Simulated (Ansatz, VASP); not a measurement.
## Co in VASP and in Ansatz

```
CELL_PARAMETERS angstrom
-1.35616 1.35616 1.35616
1.35616 -1.35616 1.35616
1.35616 1.35616 -1.35616
ATOMIC_POSITIONS crystal
Co 0.00000 0.00000 0.00000
```

Alike in both runs: task single point; functional RPBE; k mesh 18 × 18 × 18; occupations fermi-dirac, width 0.1 eV; no spin polarisation.

```csv
,VASP,Ansatz
version,VASP 6.6.1,Ansatz 0.2.0
potentials or method,"VASP PAW PBE potentials, release 64 (Co)","plane waves (420 eV) with PAW, scalar-relativistic"
plane-wave cutoff (eV),520,420
valence electrons in the cell,9,17
```

Ansatz gave:

| Item | Value |
| --- | --- |
| pressure (GPa) | 22.1 |

What did VASP give for the same quantities?

Pressure (GPa): 21.0.

The two sets of potentials don't hold the same shells in valence.

Caveats: so large a pressure means that the cell lies far from this level's equilibrium, or that cutoff or potentials fall short (VASP); the potentials were made for another functional, which shifts forces and pressure (VASP); the run has no spin polarisation, though such a crystal can be magnetic. Spin polarisation is off, so any magnetic state and its effect on volume and gap are missing.
